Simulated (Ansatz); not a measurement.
Crystal: TiSi2.

```
CELL_PARAMETERS angstrom
1.76511 -6.75928 0.00000
1.76511 6.75928 0.00000
0.00000 0.00000 3.56517
ATOMIC_POSITIONS crystal
Ti 0.10312 0.89688 0.25000
Ti 0.89688 0.10312 0.75000
Si 0.75031 0.24969 0.25000
Si 0.24969 0.75031 0.75000
Si 0.44175 0.55825 0.25000
Si 0.55825 0.44175 0.75000
```

The cell comes from a database or a generator and needn't be the stable form of this composition.

Base run:

```yaml
Program: Ansatz 0.2.0
Functional: PBEsol
Potentials_or_basis: Ansatz PAW
Cutoff: "420 eV (not typed: the program's choice for these potentials)"
k_mesh: 8 × 8 × 8
Occupations: fermi-dirac, width 0.05 eV
Spin: no spin polarisation
Hubbard_terms: Ti d U = 8 eV
```

Its results: band gap on the k mesh none (metal or under the smearing width); pressure 8.0 GPa; largest force 0.456 eV/Å.

Q: The run is repeated on the same cell with these changes: hubbard terms from Ti d U = 8 eV to Ti d U = 4 eV. What comes out?

A: Band gap on the k mesh none (metal or under the smearing width); pressure 1.3 GPa; largest force 0.276 eV/Å.

Caveats: U without spin polarisation on a metal has little footing; the PAW data sets come from PBE, with cores solved anew for the run's functional, which leaves a small shift of forces and pressure; the U is typed as a test and isn't derived for this compound.
